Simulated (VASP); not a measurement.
Input:

```yaml
crystal:
  lattice:
    - [3.40062, 0.00000, 0.00000]
    - [-1.70031, 2.94502, 0.00000]
    - [0.00000, 0.00000, 11.13276]
  atoms:
    - { symbol: In, position: [0.00000, 0.00000, 0.00000] }
    - { symbol: In, position: [0.00000, 0.00000, 0.50000] }
    - { symbol: In, position: [0.66667, 0.33333, 0.75018] }
    - { symbol: In, position: [0.33333, 0.66667, 0.25018] }
    - { symbol: N, position: [0.00000, 0.00000, 0.81216] }
    - { symbol: N, position: [0.00000, 0.00000, 0.31216] }
    - { symbol: N, position: [0.66667, 0.33333, 0.56329] }
    - { symbol: N, position: [0.33333, 0.66667, 0.06329] }
```

The numbers are results of PBE GGA, VASP's PBE PAW potentials (set 64) (plane waves; VASP 6.6.1), not measurements. Numerical set-up: 400 eV cut-off, 9×9×3 Γ-centred mesh, Fermi-Dirac smearing of 0.10 eV, potentials In_d N.

At this cut-off the stress carries a Pulay error, which pulls relaxed volumes low.

Give the force on each atom (eV/Å).

| atom | Fx | Fy | Fz |
|---|---|---|---|
| In1 | 0.000 | 0.000 | 0.035 |
| In2 | 0.000 | 0.000 | 0.035 |
| In3 | 0.000 | 0.000 | -0.013 |
| In4 | 0.000 | 0.000 | -0.013 |
| N5 | 0.000 | 0.000 | 0.106 |
| N6 | 0.000 | 0.000 | 0.106 |
| N7 | 0.000 | 0.000 | -0.128 |
| N8 | 0.000 | 0.000 | -0.128 |

Give the stress tensor in GPa (positive for a compressed cell).

```
22.29   0.00   0.00
 0.00  22.29   0.00
 0.00   0.00  21.25
```
The pressure is its mean diagonal, 21.94 GPa.

The structure was generated: InN was put into an ordered model structure, which need not be its known phase. The cell was not relaxed at this level.
